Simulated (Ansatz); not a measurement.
CsI (started from an entry of an open crystallographic database), relaxed with r2SCAN: the symmetry is Pm-3m (No. 221, cubic); conventional cell a = 4.608 Å, 48.93 Å³ an atom. Cs has 8 I at 3.99 Å; I has 8 Cs at 3.99 Å. One-shot G0W0@PBE in Ansatz on a 4×4×4 mesh (contour deformation, no spin-orbit coupling), from a PBE gap of 3.800 eV over the mesh points (the G0W0 gap is indirect on the mesh); the number N of bands summed and the screening cutoff rise together. Calculated for a static, non-magnetic cell.

```
  N  cutoff (eV)  1000/N  G0W0 gap (eV)
235          100   4.255          5.672
549          180   1.821          5.766
```

**Lay a straight line in 1000/N through these rows.** The slope is -0.0386 eV per unit of 1000/N and the intercept 5.836 eV.

**Predict the gap at N = 1054 (260 eV).** 5.836 + (-0.0386) × 0.949 = 5.799 eV; the run gives 5.791 eV, -0.008 eV from the line.

**With that run's result added, what limit do the last two rows suggest?** Their slope is (5.791 − 5.766)/(0.949 − 1.821) = -0.0287, which meets 1/N = 0 at 5.82 eV, against 5.836 eV from the first line. The slope flattens, so the first line overshoots; the k mesh isn't extrapolated.

Spin-orbit coupling is left out, which matters wherever the heavy atoms make up the band edges.
